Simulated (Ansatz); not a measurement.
Computed properties of Mo

```
Mo
1.0
     2.60488    0.00000    0.00000
     0.00000    2.60488    0.00000
     0.00000    0.00000    2.60488
Mo
1
Direct
  0.00000 0.00000 0.00000
```

The structure comes from a relaxation in the same program, started in the sc type, and has space group Pm-3m. Whether it is a known phase or the ground state wasn't checked.

The calculation used DFT, PBE, all-electron LAPW, scalar-relativistic in Ansatz 0.2.0.

Sampling and basis: a Γ-centred 12×12×12 k mesh, Fermi–Dirac smearing of 0.03 eV, basis error target 0.5 meV/atom, no spin polarisation.

- Pressure at this cell: -0.3 kbar
- Volume per atom: 17.68 Å³

(1) Give the computed value. Density of states at the Fermi level (0.2 eV bin).

(2) Predict this quantity. Band gap.

Answers

(1) 1.15 states/eV per cell.

(2) none: bands cross the Fermi level, a metal.
